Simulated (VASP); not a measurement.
# VASP inputs for CaO (strained rocksalt)

INCAR

```
LCHARG = .FALSE.
NSW = 0
ENCUT = 520
METAGGA = R2SCAN
PREC = Accurate
NELM = 120
LREAL = .FALSE.
EDIFF = 1E-7
ISIF = 2
LASPH = .TRUE.
ALGO = Normal
NBANDS = 15
LWAVE = .FALSE.
IBRION = -1
ISMEAR = 0
SIGMA = 0.01
```

KPOINTS

```
KPOINTS created by Atomic Simulation Environment
0
Gamma
10 10 10
0 0 0
```

KPOINTS_OPT

```
special points
7
Reciprocal
0.0000000000 0.0000000000 0.0000000000 1
0.5000000000 0.0000000000 0.5000000000 1
0.6250000000 0.2500000000 0.6250000000 1
0.3750000000 0.3750000000 0.7500000000 1
0.5000000000 0.5000000000 0.5000000000 1
0.5000000000 0.2500000000 0.7500000000 1
0.5000000000 0.5000000000 0.0000000000 1
```

POSCAR

```
Ca O
 1.0000000000000000
     0.0000000000000000    2.4934521147000002    2.3522183391000002
     2.4934521147000002    0.0000000000000000    2.3522183391000002
     2.4934521147000002    2.4934521147000002    0.0000000000000000
 Ca  O
   1   1
Cartesian
  0.0000000000000000  0.0000000000000000  0.0000000000000000
  2.4934521147000002  2.4934521147000002  2.3522183391000002
```

VASP ran with the recommended PBE PAW datasets (16 valence electrons in the cell).

Task: Predict the results.

Result: gap between bands v and c 3.98 eV; least direct gap 4.55 eV; pressure -4.5 GPa.

Band v is the last that the valence electrons fill when counted band by band, and c is the next. Levels in eV from the top of v:

```tsv
point	v−1	v	c	c+1
Γ	-0.13	0.00	4.81	6.54
X	-0.47	-0.36	4.20	8.20
K	-1.07	-0.86	5.35	8.28
L	-1.21	-1.19	7.36	8.68
W	-1.21	-0.93	6.47	6.64
```
